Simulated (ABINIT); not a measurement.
Runs of ABINIT 10.8.3 (patched build) on GaAs. The structure is cubic, space group F-43m (No. 216). The conventional cell has a = 5.654 Å, b = 5.654 Å, c = 5.654 Å, α = 90.00°, β = 90.00°, γ = 90.00°. Around As (site symmetry -43m) lie 4 Ga at 2.45 Å. Ga (site symmetry -43m) has 4 As at 2.45 Å as nearest neighbours. 

| task | level | potentials or basis | spin | k mesh | gap on the mesh (eV) | pressure (GPa) |
| --- | --- | --- | --- | --- | --- | --- |
| band structure | HLE16 | JTH PAW PBE v2.0 | off | 8 × 8 × 8 | 0.84 | -8.0 |
| single point | PBEsol | JTH PAW PBE v2.0 | off | 6 × 6 × 6 | 0.44 | (a) |
| band structure | BP86 | JTH PAW PBE v2.0 sp | off | 8 × 8 × 8 | 0.44 | 3.6 |
| band structure | LDA | JTH PAW LDA v2.0 sp | SOC, no magnetisation | 8 × 8 × 8 | 0.18 | (b) |
| single point | LDA | JTH PAW LDA v2.0 | off | 6 × 6 × 6 | 0.27 | -2.0 |
| band structure | OLYP | JTH PAW PBE v2.0 | off | 8 × 8 × 8 | 0.78 | 4.3 |

Alike in all rows: cell as given; cutoff (eV) 463; smearing fermi-dirac 0.05 eV.

**Question.** Fill in the values left out.

**Answer.** (a) 0.2; (b) -1.9.

Caveats: the PAW data sets were made with another functional, which shifts forces and pressure a little (some runs); this set keeps more shells in the core, which shifts pressures and gaps (some runs); the potentials were made for a functional far from this one (some runs); the potentials were made for another functional, which shifts forces and pressure (some runs).

A k mesh can miss the band edges, and rows without SOC leave out spin-orbit coupling on As, Ga.

The runs don't all hold the same shells in valence.
